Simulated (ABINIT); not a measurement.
# Mo (Im-3m) in ABINIT: notebook

Aim: see how the results for Mo move with the level of theory and the settings. Levels: revPBE+D3, PW91. Tasks: equation of state, band structure.

Everything below comes from runs of ABINIT 10.8.3 (patched build). Logs are shortened: lines on timing, memory, paths and dates and some standing lists are left out, and cuts for length are marked. The log counts tension as positive stress, the text compression.

## 1. Starting point

It takes space group Im-3m (No. 229, cubic). Conventional cell: a = 3.168 Å, b = 3.168 Å, c = 3.168 Å, α = 90.00°, β = 90.00°, γ = 90.00°. Mo (site symmetry m-3m) is surrounded by 8 Mo at 2.74 Å.

## 2. Equation of state, revPBE+D3

run.abi reads:

```
# Datasets: one volume each
ndtset 7
getwfk -1
scalecart1 3*0.9795861087
scalecart2 3*0.9864848297
scalecart3 3*0.9932883884
scalecart4 3*1.0000000000
scalecart5 3*1.0066227096
scalecart6 3*1.0131594038
scalecart7 3*1.0196128224

# Pseudopotentials
pp_dirpath "./"
pseudos "Mo.GGA_PBE-JTH.xml"

# Structure
acell 5.1839677754 5.1839677754 5.1839677754
rprim
    -0.5773502692     0.5773502692     0.5773502692
     0.5773502692    -0.5773502692     0.5773502692
     0.5773502692     0.5773502692    -0.5773502692
ntypat 1
znucl 42
natom 1
typat 1
xred
     0.0000000000     0.0000000000     0.0000000000

# Plane-wave basis
ecut 15.0
pawecutdg 30.0

# k points
kptopt 1
ngkpt 12 12 12
nshiftk 1
shiftk 0.0 0.0 0.0

# Exchange and correlation
ixc 14
vdw_xc 6

# Bands and occupations
nband 11
occopt 3
tsmear 0.00183747

# SCF cycle
nstep 100
tolvrs 1.0e-9

# Output
iomode 3
prtwf 1
prtden 0
prteig 0
prtebands 0
enunit 1
```

Potentials or basis: JTH PAW PBE v2.0.

On the command line:

```
abinit run.abi > log 2>&1
```

run.abo:

```text
.Version 10.8.3 of ABINIT
 DATASET    1 : space group Im -3 m (#229); Bravais cI (body-center cubic)
================================================================================
 Values of the parameters that define the memory need for DATASET  1.
     intxc =       0    ionmov =       0      iscf =      17    lmnmax =      18
     lnmax =       6     mgfft =      18  mpssoang =       3    mqgrid =    3001
     natom =       1  nloc_mem =       2    nspden =       1   nspinor =       1
    nsppol =       1      nsym =      48    n1xccc =       1    ntypat =       1
    occopt =       3   xclevel =       2
       mpw =         291          nfft =        5832          nkpt =          72
 PAW method is used; the additional fine FFT grid is defined by:
   mgfftf=        27    nfftf =     19683
================================================================================
================================================================================
[... 71 lines left out ...]
 DATASET    7 : space group Im -3 m (#229); Bravais cI (body-center cubic)
================================================================================
 Values of the parameters that define the memory need for DATASET  7.
     intxc =       0    ionmov =       0      iscf =      17    lmnmax =      18
     lnmax =       6     mgfft =      20  mpssoang =       3    mqgrid =    3001
     natom =       1  nloc_mem =       2    nspden =       1   nspinor =       1
    nsppol =       1      nsym =      48    n1xccc =       1    ntypat =       1
    occopt =       3   xclevel =       2
       mpw =         327          nfft =        8000          nkpt =          72
 PAW method is used; the additional fine FFT grid is defined by:
   mgfftf=        30    nfftf =     27000
================================================================================
================================================================================

--------------------------------------------------------------------------------
------------- Echo of variables that govern the present computation ------------
--------------------------------------------------------------------------------
 -outvars: echo values of preprocessed input variables --------
            acell      5.1839677754E+00  5.1839677754E+00  5.1839677754E+00 Bohr
              amu      9.59400000E+01
             ecut      1.50000000E+01 Hartree
           enunit           1
           getwfk          -1
                       outvar_i_n : Printing only first  50 k-points.
              ixc          14
           jdtset        1    2    3    4    5    6    7
                       outvar_i_n : Printing only first  50 k-points.
         kptrlatt       12    0    0      0   12    0      0    0   12
          kptrlen1     6.09377138E+01
          kptrlen2     6.13668668E+01
          kptrlen3     6.17901000E+01
          kptrlen4     6.22076133E+01
          kptrlen5     6.26195963E+01
          kptrlen6     6.30262284E+01
          kptrlen7     6.34276802E+01
            natom           1
            nband          11
           ndtset           7
            ngfft1         18      18      18
            ngfft2         18      18      18
            ngfft3         18      18      18
            ngfft4         20      20      20
            ngfft5         20      20      20
            ngfft6         20      20      20
            ngfft7         20      20      20
          ngfftdg1         27      27      27
          ngfftdg2         27      27      27
          ngfftdg3         27      27      27
          ngfftdg4         27      27      27
          ngfftdg5         27      27      27
          ngfftdg6         27      27      27
          ngfftdg7         30      30      30
             nkpt          72
            nstep         100
             nsym          48
           ntypat           1
                       prtocc : prtvol=0, do not print more k-points.
           occopt           3
        pawecutdg      3.00000000E+01 Hartree
         pawxcdev           0
           prtden           0
        prtebands           0
           prteig           0
            rprim1    -5.6556430356E-01  5.6556430356E-01  5.6556430356E-01
                       5.6556430356E-01 -5.6556430356E-01  5.6556430356E-01
                       5.6556430356E-01  5.6556430356E-01 -5.6556430356E-01
            rprim2    -5.6954728199E-01  5.6954728199E-01  5.6954728199E-01
                       5.6954728199E-01 -5.6954728199E-01  5.6954728199E-01
                       5.6954728199E-01  5.6954728199E-01 -5.6954728199E-01
            rprim3    -5.7347531844E-01  5.7347531844E-01  5.7347531844E-01
                       5.7347531844E-01 -5.7347531844E-01  5.7347531844E-01
                       5.7347531844E-01  5.7347531844E-01 -5.7347531844E-01
            rprim4    -5.7735026920E-01  5.7735026920E-01  5.7735026920E-01
                       5.7735026920E-01 -5.7735026920E-01  5.7735026920E-01
                       5.7735026920E-01  5.7735026920E-01 -5.7735026920E-01
            rprim5    -5.8117389237E-01  5.8117389237E-01  5.8117389237E-01
                       5.8117389237E-01 -5.8117389237E-01  5.8117389237E-01
                       5.8117389237E-01  5.8117389237E-01 -5.8117389237E-01
            rprim6    -5.8494785453E-01  5.8494785453E-01  5.8494785453E-01
                       5.8494785453E-01 -5.8494785453E-01  5.8494785453E-01
                       5.8494785453E-01  5.8494785453E-01 -5.8494785453E-01
            rprim7    -5.8867373749E-01  5.8867373749E-01  5.8867373749E-01
                       5.8867373749E-01 -5.8867373749E-01  5.8867373749E-01
                       5.8867373749E-01  5.8867373749E-01 -5.8867373749E-01
          spgroup         229
           tolvrs      1.00000000E-09
           tsmear      1.83747000E-03 Hartree
            typat      1
           useylm           1
           vdw_xc           6
                       outvars : Printing only first  50 k-points.
            znucl       42.00000

================================================================================

 chkinp: Checking input parameters for consistency, jdtset=   1.

 chkinp: Checking input parameters for consistency, jdtset=   2.
[... 40 lines left out ...]
 getcut: wavevector=  0.0000  0.0000  0.0000  ngfft=  27  27  27
         ecut(hartree)=     30.000   => boxcut(ratio)=   2.07962

--- Pseudopotential description ------------------------------------------------
- pspini: atom type   1  psp file is ./Mo.GGA_PBE-JTH.xml
 Pseudopotential format is: paw10
 basis_size (lnmax)=  6 (lmn_size= 18), orbitals=   0   0   1   1   2   2
 Spheres core radius: rc_sph= 2.20740211
 Shapefunction is SIN type: shapef(r)=[sin(pi*r/rshp)/(pi*r/rshp)]**2
 Radius for shape functions =  1.91008465
 Compensation charge density is not taken into account in XC energy/potential

   3.87899950E+02                                ecore*ucvol(ha*bohr**3)
--------------------------------------------------------------------------------

[... 507 lines left out ...]
 getcut: wavevector=  0.0000  0.0000  0.0000  ngfft=  20  20  20
         ecut(hartree)=     15.000   => boxcut(ratio)=   2.21840

 getcut : COMMENT -
  Note that boxcut > 2.2 ; recall that boxcut=Gcut(box)/Gcut(sphere) = 2
  is sufficient for exact treatment of convolution.
  Such a large boxcut is a waste : you could raise ecut
  e.g. ecut=   18.454880 Hartrees makes boxcut=2

 Fine grid specifications (used for densities):

 getcut: wavevector=  0.0000  0.0000  0.0000  ngfft=  27  27  27
         ecut(hartree)=     30.000   => boxcut(ratio)=   2.03717
--------------------------------------------------------------------------------
[... 164 lines left out ...]
 getcut: wavevector=  0.0000  0.0000  0.0000  ngfft=  20  20  20
         ecut(hartree)=     15.000   => boxcut(ratio)=   2.20381

 getcut : COMMENT -
  Note that boxcut > 2.2 ; recall that boxcut=Gcut(box)/Gcut(sphere) = 2
  is sufficient for exact treatment of convolution.
  Such a large boxcut is a waste : you could raise ecut
  e.g. ecut=   18.212844 Hartrees makes boxcut=2

 Fine grid specifications (used for densities):

 getcut: wavevector=  0.0000  0.0000  0.0000  ngfft=  27  27  27
         ecut(hartree)=     30.000   => boxcut(ratio)=   2.02376
--------------------------------------------------------------------------------
[... 341 lines left out ...]
 getcut: wavevector=  0.0000  0.0000  0.0000  ngfft=  30  30  30
         ecut(hartree)=     30.000   => boxcut(ratio)=   2.30196

 getcut : COMMENT -
  Note that boxcut > 2.2 ; recall that boxcut=Gcut(box)/Gcut(sphere) = 2
  is sufficient for exact treatment of convolution.
  Such a large boxcut is a waste : you could raise ecut
  e.g. ecut=   39.742676 Hartrees makes boxcut=2

--------------------------------------------------------------------------------

-inwffil : will read wavefunctions from disk file runo_DS6_WFK.nc

================================================================================
[... 129 lines left out ...]
-Cartesian components of stress tensor (GPa)         [Pressure= -2.3691E+01 GPa]
- sigma(1 1)=  2.36913761E+01  sigma(3 2)=  0.00000000E+00
- sigma(2 2)=  2.36913761E+01  sigma(3 1)=  0.00000000E+00
- sigma(3 3)=  2.36913761E+01  sigma(2 1)=  0.00000000E+00

== END DATASET(S) ==============================================================
================================================================================

 -outvars: echo values of variables after computation  --------
            acell      5.1839677754E+00  5.1839677754E+00  5.1839677754E+00 Bohr
           etotal1    -6.8800253806E+01
           etotal2    -6.8800321606E+01
           etotal3    -6.8799970609E+01
           etotal4    -6.8799246352E+01
           etotal5    -6.8798190267E+01
           etotal6    -6.8796841183E+01
           etotal7    -6.8795241324E+01
            fcart1    -0.0000000000E+00 -0.0000000000E+00 -0.0000000000E+00
            fcart2    -0.0000000000E+00 -0.0000000000E+00 -0.0000000000E+00
            fcart3    -0.0000000000E+00 -0.0000000000E+00 -0.0000000000E+00
            fcart4    -0.0000000000E+00 -0.0000000000E+00 -0.0000000000E+00
            fcart5    -0.0000000000E+00 -0.0000000000E+00 -0.0000000000E+00
            fcart6    -0.0000000000E+00 -0.0000000000E+00 -0.0000000000E+00
            fcart7    -0.0000000000E+00 -0.0000000000E+00 -0.0000000000E+00
            rprim1    -5.6556430356E-01  5.6556430356E-01  5.6556430356E-01
                       5.6556430356E-01 -5.6556430356E-01  5.6556430356E-01
                       5.6556430356E-01  5.6556430356E-01 -5.6556430356E-01
[... 17 lines left out ...]
                       5.8867373749E-01  5.8867373749E-01 -5.8867373749E-01
           strten1    -1.3521611925E-04 -1.3521611925E-04 -1.3521611925E-04
                       0.0000000000E+00  0.0000000000E+00  0.0000000000E+00
           strten2     7.1405270978E-05  7.1405270978E-05  7.1405270978E-05
                       0.0000000000E+00  0.0000000000E+00  0.0000000000E+00
           strten3     2.5549131404E-04  2.5549131404E-04  2.5549131404E-04
                       0.0000000000E+00  0.0000000000E+00  0.0000000000E+00
           strten4     4.1956773458E-04  4.1956773458E-04  4.1956773458E-04
                       0.0000000000E+00  0.0000000000E+00  0.0000000000E+00
           strten5     5.6495821562E-04  5.6495821562E-04  5.6495821562E-04
                       0.0000000000E+00  0.0000000000E+00  0.0000000000E+00
           strten6     6.9363820373E-04  6.9363820373E-04  6.9363820373E-04
                       0.0000000000E+00  0.0000000000E+00  0.0000000000E+00
           strten7     8.0525350617E-04  8.0525350617E-04  8.0525350617E-04
                       0.0000000000E+00  0.0000000000E+00  0.0000000000E+00
 Calculation completed.
```

It took 58 s on 1 thread of Arm Neoverse N1, shared host; peak memory 0.12 GiB.

Results:

```yaml
Equilibrium_volume: 15.15 Å³/atom
Bulk_modulus: 288 GPa
Pressure_derivative_of_the_bulk_modulus: 4.9
```

Energy against volume, from the lowest point:
```tsv
volume (Å³/atom)	energy (meV/atom)
14.938	1.84
15.256	0.00
15.574	9.55
15.892	29.26
16.209	58.00
16.527	94.71
16.845	138.24
```

Caveat: pressures at fixed basis lie under the slope of the energies; the PAW data sets were made with another functional, which shifts forces and pressure a little.

(Part 1 of 2 ends here.)
